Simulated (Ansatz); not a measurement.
# 1T-PtSTe monolayer in a perpendicular field, part 2 of 2

Aim: how the 1T-PtSTe monolayer screens a field along its normal, and what the field does to its bands. A positive field points along +c.

Ansatz 0.2.0; plane-wave DFT, PBEsol-D3(BJ), Ansatz PAW (the session's first sound run).

So far, gap along the path (eV): step 3 (single point, field 0, PBEsol D3(BJ)) 0.820; step 6 (field 0.1 V/Å, PBEsol D3(BJ)) 0.809; step 7 (field 0.2 V/Å, PBEsol D3(BJ)) 0.799; step 8 (field 0.3 V/Å, PBEsol D3(BJ)) 0.789; step 10 (PBE spin-orbit, other threshold) 0.645.

## Step 11: With spin-orbit coupling, field 0.1 V/Å

The same in a field along the normal.

File input.yaml:

```yaml
crystal:
  lattice:
    - [3.7201473323, 0.0, 0.0]
    - [-1.8600736661, 3.2217420956, 0.0]
    - [0.0, 0.0, 20.6423493926]
  atoms:
    - { symbol: Te, position: [0.6666666667, 0.3333333333, 0.4359968833] }
    - { symbol: Pt, position: [0.0, 0.0, 0.5065051444] }
    - { symbol: S, position: [0.3333333333, 0.6666666667, 0.5640031167] }
kpoints:
  mp_grid: { grid: [12, 12, 1] }
  band_path: { path: [[0, 0, 0], [0.12, 0, 0]], npoints: 24 }
hamiltonian:
  xc: pbe
  pseudopotentials: { kind: paw_fr }
magnetization:
  noncollinear: true
  spin_orbit: true
scf:
  occupations: { method: fermi_dirac, width: 0.02585 }
  convergence: { dr2_threshold: 1.0e-09 }
efield:
  axis: 3
  dipole_correction: true
  ramp_position: 0.97
  ramp_width: 0.06
  amplitude: 0.1
output:
  write_potential: true
  write_density: true
  volumetric_format: npy
```

Launch:

```console
ansatz run input.yaml --threads 2 --pin off --max-ram 3072MiB --backend cpu --events-out ev --progress --plain --runs-dir out
```

The job ended after 62 s (2 threads of Intel Xeon Platinum 8259CL at 2.50GHz (Skylake/Cascade Lake), shared host; peak memory 1.3 GiB).

Numbers from this step:

| Property | Result |
| --- | --- |
| dipole along the normal | -0.06693 e·Å |
| gap along the path | 1.844 eV |
| smallest direct gap along the path | 1.888 eV |
| gap, the smaller of path and mesh | 0.6398 eV |

The dipole is -0.0669 e·Å, and the gap 0.640 eV.

## Step 12: Spin splitting near the zone centre

This step: plane-wave DFT, PBE, fully relativistic PAW with spin-orbit coupling; spin splitting near the zone centre (Ansatz 0.2.0).

Levels that meet at the zone centre are followed outwards; a split that grows in proportion to k gives the Rashba parameter as ΔE/2k.

This step gave:

* largest split over 2k that stays linear in k: 1.202 eV Å

Groups of levels that meet at the zone centre and whose split, tested at two k, grows in proportion to k or stays under 1 meV; groups that fail this test are left out. Spin splitting, by row:

| level at the first point (eV from the Fermi level) | states | split at k = 0.029 1/A (eV) | split over 2k (eV Å) |
| --- | --- | --- | --- |
| -2.344 | 2 | 0.0314 | 0.5367 |
| -1.123 | 2 | 0.0703 | 1.202 |
| -0.6897 | 2 | 0.0342 | 0.5845 |
| 2.452 | 2 | 0.0158 | 0.27 |

## Step 13: The same run with other settings

This step: plane-wave DFT, PBEsol-D3(BJ), Ansatz PAW (Ansatz 0.2.0).

An input spoilt on purpose, to show how the run answers: it repeats the earlier run at 0.05 V/Å with efield.axis from 3 to 0, and scf.max_iter set to 100.

input.yaml, the sections that differ from step 11:

```yaml
kpoints:
  mp_grid: { grid: [12, 12, 1] }
  band_path:
    path: [[0, 0, 0], [0.5, 0, 0], [0.33333333, 0.33333333, 0], [0, 0, 0]]
    npoints: 16
hamiltonian:
  xc: pbesol
  dispersion: d3bj
scf:
  occupations: { method: fermi_dirac, width: 0.02585 }
  convergence: { dr2_threshold: 1.0e-10 }
  max_iter: 100
efield:
  axis: 0
  dipole_correction: true
  ramp_position: 0.97
  ramp_width: 0.06
  amplitude: 0.05
# crystal, output: as in step 11
# magnetization: removed
```

Elapsed: 0.04 s, on 2 threads; peak memory 0.068 GiB.

The input was rejected at the start.

The program's message: “Error: invalid value for `efield.axis`: must be in [1, 3]; got 0”

The fault put into the input: an axis of 0, outside the range 1 to 3.

## Step 14: The same run with other settings

Another changed input: it repeats the earlier run at 0.05 V/Å with scf.mixing.algorithm to broyden, scf.mixing.beta to 0.05, scf.occupations.method from fermi_dirac to cold, scf.occupations.width from 0.02585 to 0.001, scf.eigensolver.kind to davidson and basis.precision to f64.

Changes to input.yaml since step 13:

```diff
@@ -18,7 +18,8 @@
 scf:
-  occupations: { method: fermi_dirac, width: 0.02585 }
+  occupations: { method: cold, width: 0.001 }
   convergence: { dr2_threshold: 1.0e-10 }
-  max_iter: 100
+  mixing: { algorithm: broyden, beta: 0.05 }
+  eigensolver: { kind: davidson }
 efield:
-  axis: 0
+  axis: 3
   dipole_correction: true
@@ -31 +32,3 @@
   volumetric_format: npy
+basis:
+  precision: f64
```

Run time: 25 s. Hardware: 2 threads; peak memory 0.68 GiB.

This step gave:

```yaml
gap_on_the_k_mesh: 0.8302 eV
dipole_along_the_normal: -0.08068 e·Å
gap_along_the_path: 0.8147 eV
smallest_direct_gap_along_the_path: 1.297 eV
gap_the_smaller_of_path_and_mesh: 0.8147 eV
```

Electronic bands along the path, in eV, zero at the Fermi level of the run, which the smearing sets inside the gap:

```
  point  band 17  band 18  band 19  band 20  band 21  band 22  band 23  band 24
      Γ    -2.28    -0.93    -0.42    -0.42     2.62     2.62     3.47     4.44
halfway    -2.93    -1.44    -0.90    -0.69     0.75     2.07     4.54     4.70
      M    -3.12    -2.73    -2.36    -1.88     1.78     2.16     3.59     5.15
halfway    -3.33    -2.84    -2.09    -1.42     0.94     1.87     4.30     6.48
      K    -3.65    -2.66    -1.90    -1.45     0.41     1.77     4.71     6.55
halfway    -2.99    -1.62    -1.42    -0.49     0.98     1.32     4.86     5.48
      Γ    -2.28    -0.93    -0.42    -0.42     2.62     2.62     3.47     4.44
```

| quantity | this run | earlier run | difference |
| --- | --- | --- | --- |
| dipole along the normal (e·Å) | -0.08068 | -0.08068 | 1.9e-6 |
| gap along the path (eV) | 0.8147 | 0.8147 | -2.0e-6 |
| smallest direct gap along the path (eV) | 1.297 | 1.297 | -2.0e-6 |

Nothing in the table moves by 0.01 in its unit (for the dipole 0.5 % and 5e-5 e·Å). The run took 28 SCF cycles against 13.

The path shows an indirect gap of 0.81 eV (valence top between K and Γ, conduction bottom at K). The least direct gap is 1.30 eV.

## Step 15: Results

```yaml
gap_without_field: 0.820 eV
ionisation_energy_upper_face: 6.24 eV
electron_affinity_upper_face: 5.42 eV
step_between_the_vacuum_levels: 1.47 eV
equivalent_conductor_thickness_atoms_held: 5.02 Å
largest_split_over_2k_that_stays_linear_in_k_at_0p1_v_a: 1.20 eV Å
```

The induced dipole equals that of a perfect conductor 5.02 Å thick, while the outer atoms lie 2.64 Å apart; an out-of-plane ε follows only once a thickness t is chosen, by 1 − 1/ε = 5.02 Å / t. The two faces differ: the vacuum level above lies 1.47 eV higher than the one below. The gap goes from 0.82 eV to 0.79 eV at 0.3 V/Å. Semilocal functionals give gaps that are too small, and excitons are not included. The field series itself is without spin-orbit coupling. With this functional, D3(BJ) tends to leave the relaxed cell short of measured lattice constants, by some per cent.

[Logs are printed without paths, hosts, clocks, repeated set-up lines and the standing remarks that a program may print on its own settings, such as how far it seeks lower states.]

[Hosts, paths, dates, database ids (printed as entryN), source tags and the programs' standing remarks are cut or masked in the printed files.]

[Maps of the electrostatic potential energy from Ansatz leave out the sawtooth potential of an applied field or a dipole correction, so their vacuum need not be flat; planar profiles and work functions include it.]
